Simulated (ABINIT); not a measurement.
Wanted: the native input for an ABINIT 10.8.3 (patched build) run.

```yaml
Task: band structure
Functional: PBE
Potentials_or_basis: PseudoDojo NC SR PBE v0.5 stringent
Cutoff: 1116 eV
k_mesh: 12 × 12 × 12
Occupations: fermi-dirac, width 0.05 eV
Spin: no spin polarisation
```

The system is Pd.

```
CELL_PARAMETERS angstrom
0.00000 1.94650 1.94650
1.94650 0.00000 1.94650
1.94650 1.94650 0.00000
ATOMIC_POSITIONS crystal
Pd 0.00000 0.00000 0.00000
```

These files were run (other wordings do the same):

run.abi

```
# Datasets: ground state, then fixed potential
ndtset 2

# Pseudopotentials
pp_dirpath "./"
pseudos "Pd.upf"

# Structure
acell 5.2019751464 5.2019751464 5.2019751464
rprim
     0.0000000000     0.7071067812     0.7071067812
     0.7071067812     0.0000000000     0.7071067812
     0.7071067812     0.7071067812     0.0000000000
ntypat 1
znucl 46
natom 1
typat 1
xcart
     0.0000000000     0.0000000000     0.0000000000 Angstrom

# Plane-wave basis
ecut 41.0

# Exchange and correlation
ixc 11

# Bands and occupations
occopt 3
tsmear 0.00183747

# SCF cycle
nstep 100

# Output
iomode 3
prtwf 0
prteig 0
prtebands 0
enunit 2
prtden1 1
prtvha1 1
prtvclmb1 1
prtpot1 1
prtelf1 1

# Dataset 1
kptopt1 1
ngkpt1 12 12 12
nshiftk1 1
shiftk1 0.0 0.0 0.0
nband1 13
tolvrs1 1.0e-10

# Dataset 2: bands along G-X-W-K-G-L-U-W-L-K
iscf2 -2
getden2 1
nband2 17
nbdbuf2 2
tolwfr2 1.0e-12
kptopt2 -9
ndivsm2 6
prteig2 1
kptbounds2
     0.0000000000     0.0000000000     0.0000000000
     0.5000000000     0.0000000000     0.5000000000
     0.5000000000     0.2500000000     0.7500000000
     0.3750000000     0.3750000000     0.7500000000
     0.0000000000     0.0000000000     0.0000000000
     0.5000000000     0.5000000000     0.5000000000
     0.6250000000     0.2500000000     0.6250000000
     0.5000000000     0.2500000000     0.7500000000
     0.5000000000     0.5000000000     0.5000000000
     0.3750000000     0.3750000000     0.7500000000
```

Potentials or basis: PseudoDojo NC SR PBE v0.5 stringent.

Command:

```sh
$ abinit run.abi > log 2>&1
```

It gave:

| Property | Result |
| --- | --- |
| Pressure | 6.8 GPa |
| Band gap on the k mesh | none (metal or under the smearing width) |
| Valence electrons inside the program's atomic spheres | Pd 15.28 (radii [1.0584] Å) |

Wall time 43 s on 1 thread of Arm Neoverse V2, on a shared host, peak memory 0.11 GiB.
